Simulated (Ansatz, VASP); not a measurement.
**One calculation of Au, two programs**

File INCAR:

```
PREC = Accurate ; ENCUT = 520
EDIFF = 1E-7 ; ISMEAR = -1
SIGMA = 0.08 ; LREAL = False
LASPH = True ; NELM = 60
ALGO = Normal ; ISIF = 2
LWAVE = False ; LCHARG = False
GGA = CA ; NBANDS = 12
```

File KPOINTS:

```
regular mesh
0
Gamma
  18 18 18
```

File POSCAR:

```
Au
1.0
    0.0000000000      1.8790180219      1.8790180219
    1.8790180219      0.0000000000      1.8790180219
    1.8790180219      1.8790180219      0.0000000000
Au
1
Direct
    0.0000000000      0.0000000000      0.0000000000
```

Input for Ansatz:

```yaml
crystal:
  lattice:
    - [0.0, 1.8790180219, 1.8790180219]
    - [1.8790180219, 0.0, 1.8790180219]
    - [1.8790180219, 1.8790180219, 0.0]
  atoms:
    - { symbol: Au, position: [0.0, 0.0, 0.0] }
kpoints:
  mp_grid: { grid: [18, 18, 18] }
scf:
  occupations: { method: fermi_dirac, width: 0.08 }
hamiltonian:
  xc: lda
  pseudopotentials: { kind: all_electron, lapw: { basis_error: 0.001 } }
output:
  forces: true
  stress: true
  eigenvalues: true
  populations: true
```

Change from the starting cell: volume scaled by 0.8, LAPW.

Alike in both runs: task single point; functional LDA; k mesh 18 × 18 × 18; occupations fermi-dirac, width 0.08 eV; no spin polarisation.

|  | VASP | Ansatz |
| --- | --- | --- |
| version | VASP 6.6.1 | Ansatz 0.2.0 |
| potentials or method | VASP PAW LDA potentials, release 64 (Au) | all-electron LAPW, scalar-relativistic |
| plane-wave cutoff (eV) | 520 | see its input |

```tsv
	VASP	Ansatz	Ansatz less VASP
pressure (GPa)	82.1	80.7	-1.46
```

Ansatz ran all-electron here, so the differences hold the error of VASP's frozen core and of both bases.

Caveats: the cell as given lies far from equilibrium; so large a pressure means that the cell lies far from this level's equilibrium, or that cutoff or potentials fall short (VASP). The runs have no spin-orbit coupling, so splittings on Au are missing.
